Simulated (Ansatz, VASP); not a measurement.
One calculation of AlN, two programs

```
Al N
1.0
     4.40317    0.00000    0.00000
     0.00000   -4.40317    0.00000
     0.00000    0.00000   -4.40317
Al N
4 4
Direct
  0.00000 0.00000 0.00000
  0.50000 0.50000 0.00000
  0.50000 0.00000 0.50000
  0.00000 0.50000 0.50000
  0.75000 0.75000 0.75000
  0.25000 0.25000 0.75000
  0.25000 0.75000 0.25000
  0.75000 0.25000 0.25000
```

Alike in both runs: task single point; functional PBE; k mesh 6 × 6 × 6; occupations gaussian, width 0.05 eV; no spin polarisation.

|  | VASP | Ansatz |
| --- | --- | --- |
| version | VASP 6.6.1 | Ansatz 0.2.0 |
| potentials or method | VASP PAW PBE potentials, release 64 (Al, N) | scalar-relativistic, plane waves, PAW |
| plane-wave cutoff (eV) | 520 | 420 |
| valence electrons in the cell | 32 | 32 |

VASP gave:

| Property | Result |
| --- | --- |
| gap on the k mesh at the Fermi level (eV) | 3.31 |
| least direct gap on the mesh (eV) | 3.31 |
| pressure (GPa) | -0.3 |

Task: Which values does Ansatz return?

Result: gap on the k mesh at the Fermi level (eV): 3.31; least direct gap on the mesh (eV): 3.31; pressure (GPa): 0.0.

With one functional, cell and mesh, what is left measures potentials, basis and numerics.

A k mesh can miss the band edges.
